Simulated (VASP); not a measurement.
Si: band gap by level of theory

```
Si
1.0
     0.00000    2.71550    2.71550
     2.71550    0.00000    2.71550
     2.71550    2.71550    0.00000
Si
2
Direct
  0.00000 0.00000 0.00000
  0.25000 0.25000 0.25000
```

| rung | level | program and potentials | cutoff (eV) | k mesh | smearing | band gap (eV) | notes |
| --- | --- | --- | --- | --- | --- | --- | --- |
| LDA | LDA | VASP, LDA PAW files Si, 520 eV | 520 | 20 × 20 × 20 | fermi-dirac 0.02 | 0.48 | - |
| GGA | PBE | VASP, PBE PAW files Si, 520 eV | 520 | 14 × 14 × 14 | fermi-dirac 0.02 | 0.57 | - |
| GGA | PBE | VASP, PBE PAW files Si, 520 eV | 520 | 20 × 20 × 20 | fermi-dirac 0.02 | 0.58 | - |
| GGA | PBEsol | VASP, PBE PAW files Si, 520 eV | 520 | 20 × 20 × 20 | fermi-dirac 0.02 | 0.47 | potentials made for PBE |
| meta-GGA | r2SCAN | VASP, PBE PAW files Si, 520 eV | 520 | 20 × 20 × 20 | fermi-dirac 0.02 | 0.78 | potentials made for PBE |

Task: single point. All rows: no spin polarisation. Gaps are the least found on the k mesh or the band path, and a mesh can miss the band edges. Smearing widths are in eV. The cell was made for these runs and isn't a measured one. Meshes differ between rows, which moves values too. All levels ran on this one cell, unrelaxed unless noted. Meshes are those of the run's cell of 2 atoms unless a note names another. Runs on faulty files, with rough fits or with known faults for this quantity aren't shown. No row holds spin-orbit coupling.

By rung: LDA 0.48; GGA 0.47 to 0.58; meta-GGA 0.78 (eV).
